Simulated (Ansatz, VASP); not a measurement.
One calculation of Fe, two programs

```xyz
1
Lattice="-1.3498 1.3498 1.3498 1.3498 -1.3498 1.3498 1.3498 1.3498 -1.3498" Properties=species:S:1:pos:R:3 pbc="T T T"
Fe    0.0000    0.0000    0.0000
```

Alike in both runs: task single point; functional LDA; k mesh 4 × 4 × 4; occupations fermi-dirac, width 0.1 eV; no spin polarisation.

|  | VASP | Ansatz |
| --- | --- | --- |
| version | VASP 6.6.1 | Ansatz 0.2.0 |
| potentials or method | VASP PAW LDA potentials, release 64 (Fe) | plane waves (420 eV) with PAW, scalar-relativistic |
| plane-wave cutoff (eV) | 520 | 420 |
| valence electrons in the cell | 8 | 16 |

```tsv
	VASP	Ansatz	Ansatz less VASP
pressure (GPa)	0.3	0.3	-0.01
```

The two sets of potentials don't hold the same shells in valence. Ansatz warned: «pseudo_functional_mismatch».

Caveats: the k mesh is coarse (spacing up to 0.82 Å⁻¹), so the values aren't converged; the run has no spin polarisation, though such a crystal can be magnetic. Spin polarisation is off, so any magnetic state and its effect on volume and gap are missing.
